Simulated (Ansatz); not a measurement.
**Al vacancy in Al (Aluminum)**

What does an Al vacancy cost in Al (Aluminum), and how do its neighbours move? It is set in a cell of 27 host atoms.

Method: DFT PBE, scalar-relativistic, plane waves, PAW, in Ansatz 0.2.0.

1 further run of the same task is left out (set aside as unsound or not needed).

**1. Starting point**

Symmetry: Fm-3m, No. 225, cubic system. The conventional cell has a = 4.041 Å, b = 4.041 Å, c = 4.041 Å, α = 90.00°, β = 90.00°, γ = 90.00°. Al (site symmetry m-3m) is surrounded by 12 Al at 2.86 Å.

As a file:

```
Al
1.0
     0.00000    2.02073    2.02073
     2.02073    0.00000    2.02073
     2.02073    2.02073    0.00000
Al
1
Direct
  0.00000 0.00000 0.00000
```

It is the result of an earlier relaxation at this level (volume 16.50 Å³/atom; gap on the mesh: none (metal)).

The perfect supercell (rows 3 -3 0; 0 -3 3; 0 -3 0 in vectors of this cell) comes from an earlier run at this level (27 atoms, E(σ→0) -14512.7743 eV, gap none (metal)).

**2. Setting up the defect**

The atom at (0.000, 0.667, 0.667) of the supercell is taken out. The other atoms start on their ideal sites. Its neighbours are 12 Al at 2.86 Å.

**3. Relaxation at the host's cell**

Contents of input.yaml:

```yaml
crystal:
  lattice:
    - [-6.0621852169, 6.0621852169, 0.0]
    - [0.0, 6.0621852169, -6.0621852169]
    - [-6.0621852169, 0.0, -6.0621852169]
  atoms:
    - { symbol: Al, position: [0.0, 0.3333333333, 0.6666666667] }
    - { symbol: Al, position: [0.0, 0.6666666667, 0.3333333333] }
    - { symbol: Al, position: [0.0, 0.0, 0.6666666667] }
    - { symbol: Al, position: [0.0, 0.3333333333, 0.3333333333] }
    - { symbol: Al, position: [0.0, 0.6666666667, 0.0] }
    - { symbol: Al, position: [0.0, 0.0, 0.3333333333] }
    - { symbol: Al, position: [0.0, 0.3333333333, 0.0] }
    - { symbol: Al, position: [0.0, 0.0, 0.0] }
    - { symbol: Al, position: [0.3333333333, 0.6666666667, 0.6666666667] }
    - { symbol: Al, position: [0.3333333333, 0.3333333333, 0.6666666667] }
    - { symbol: Al, position: [0.3333333333, 0.6666666667, 0.3333333333] }
    - { symbol: Al, position: [0.3333333333, 0.0, 0.6666666667] }
    - { symbol: Al, position: [0.3333333333, 0.3333333333, 0.3333333333] }
    - { symbol: Al, position: [0.3333333333, 0.6666666667, 0.0] }
    - { symbol: Al, position: [0.3333333333, 0.0, 0.3333333333] }
    - { symbol: Al, position: [0.3333333333, 0.3333333333, 0.0] }
    - { symbol: Al, position: [0.3333333333, 0.0, 0.0] }
    - { symbol: Al, position: [0.6666666667, 0.6666666667, 0.6666666667] }
    - { symbol: Al, position: [0.6666666667, 0.3333333333, 0.6666666667] }
    - { symbol: Al, position: [0.6666666667, 0.6666666667, 0.3333333333] }
    - { symbol: Al, position: [0.6666666667, 0.0, 0.6666666667] }
    - { symbol: Al, position: [0.6666666667, 0.3333333333, 0.3333333333] }
    - { symbol: Al, position: [0.6666666667, 0.6666666667, 0.0] }
    - { symbol: Al, position: [0.6666666667, 0.0, 0.3333333333] }
    - { symbol: Al, position: [0.6666666667, 0.3333333333, 0.0] }
    - { symbol: Al, position: [0.6666666667, 0.0, 0.0] }
basis:
  ecutwfc: 420
  xc_grid: 2
kpoints:
  mp_grid: { grid: [4, 4, 4], shift: [0.0, 0.0, 0.0] }
hamiltonian:
  xc: pbe
scf:
  occupations: { method: gaussian, width: 0.1 }
output:
  forces: true
  stress: false
  eigenvalues: true
  write_density: true
  write_potential: true
  elf: true
  volumetric_format: npy
relax:
  adjacent_minimum: "off"
  f_tol: 0.025
  max_steps: 60
```

Launch:

```
> ansatz run input.yaml --threads 4 --pin off --max-ram 10240MiB --backend cpu --events-out ev --progress --plain --runs-dir out
```

Before running it: what results should come out? Wanted: formation energy, neutral; nearest atoms after relaxation, one image of each, neutral.

**Answer**, as computed:

| quantity | value |
| --- | --- |
| formation energy, neutral | 0.92 eV |
| nearest atoms after relaxation, one image of each, neutral | 12 Al at 2.84 Å |

What this shows: The neutral defect costs 0.92 eV against the elements. Spin polarisation was off in the neutral run, so a moment could not show there. With 27 host sites the defect feels its images, so energies are good to tenths of an eV at best. A distortion of lower symmetry was not tried.
